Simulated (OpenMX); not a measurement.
Write the native input for OpenMX 3.8.5 that does the following.

| Property | Result |
| --- | --- |
| Task | single point |
| Functional | PBE |
| Potentials or basis | OpenMX 2013 PBE set, Mo7.0-s3p2d2, S7.0-s2p2d1f1, grid cutoff 400 Ry |
| k mesh | 11 × 11 × 11 |
| Occupations | fermi-dirac, width 0.05 eV |
| Spin | no spin polarisation |
| Mixing scheme | rmm-diisk |
| SCF threshold | 1e-08 Ha |
| Solver | band |
| Max SCF cycles | 100 |

MoS2:

```
CELL_PARAMETERS angstrom
1.58000 0.91221 6.15000
-1.58000 0.91221 6.15000
0.00000 -1.82443 6.15000
ATOMIC_POSITIONS crystal
Mo 0.00000 0.00000 0.00000
S 0.41700 0.41700 0.41700
S 0.25000 0.25000 0.25000
```

Measurements of this composition are mostly on another form, of space group No. 194.

These files were run (other wordings do the same):

MoS2.dat

```
System.CurrrentDirectory             ./
System.Name                          MoS2
DATA.PATH                            ./DFT_DATA13
level.of.stdout                      1
level.of.fileout                     0
Species.Number                       2
<Definition.of.Atomic.Species
  Mo  Mo7.0-s3p2d2           Mo_PBE13
  S   S7.0-s2p2d1f1          S_PBE13
Definition.of.Atomic.Species>

Atoms.Number                         3
Atoms.SpeciesAndCoordinates.Unit     FRAC
<Atoms.SpeciesAndCoordinates
    1  Mo    0.0000000000    0.0000000000    0.0000000000   7.000  7.000
    2  S     0.4170000000    0.4170000000    0.4170000000   3.000  3.000
    3  S     0.2500000000    0.2500000000    0.2500000000   3.000  3.000
Atoms.SpeciesAndCoordinates>

Atoms.UnitVectors.Unit               Ang
<Atoms.UnitVectors
     1.5800000000    0.9122134253    6.1500000000
    -1.5800000000    0.9122134253    6.1500000000
     0.0000000000   -1.8244268506    6.1500000000
Atoms.UnitVectors>

scf.XcType                           GGA-PBE
scf.SpinPolarization                 off
scf.ElectronicTemperature            580.226
scf.energycutoff                     400.0
scf.maxIter                          100
scf.EigenvalueSolver                 band
scf.Kgrid                            11 11 11
scf.Mixing.Type                      rmm-diisk
scf.Init.Mixing.Weight               0.05
scf.Min.Mixing.Weight                0.001
scf.Max.Mixing.Weight                0.3
scf.Mixing.History                   25
scf.Mixing.StartPulay                8
scf.criterion                        1.0e-8
scf.stress.tensor                    on
MD.Type                              nomd
```

Potentials or basis: OpenMX 2013 PBE set, Mo7.0-s3p2d2, S7.0-s2p2d1f1, grid cutoff 400 Ry.

Run with:

```bash
$ openmx MoS2.dat -nt 1 > MoS2.std
```

Results of the run:

- Pressure: 9.2 GPa
- Largest force: 1.030 eV/Å
- Band gap on the k mesh: 0.94 eV, indirect (least direct gap 1.88 eV)
- Mulliken charges: Mo +0.33; S -0.16, -0.17 e

Caveat: Mulliken charges move with the basis; an odd mesh through Γ misses points on the zone boundary, where band edges often lie; the basis of atomic orbitals isn't converged, which shifts pressures, moduli and gaps; forces of over 1 eV/Å show positions far from the minimum, so gaps and moduli don't describe the material at rest.

It took 8.3 min on 1 thread of Intel(R) Xeon(R) Platinum 8488C (Sapphire Rapids), on a shared host, peak memory 0.51 GiB.
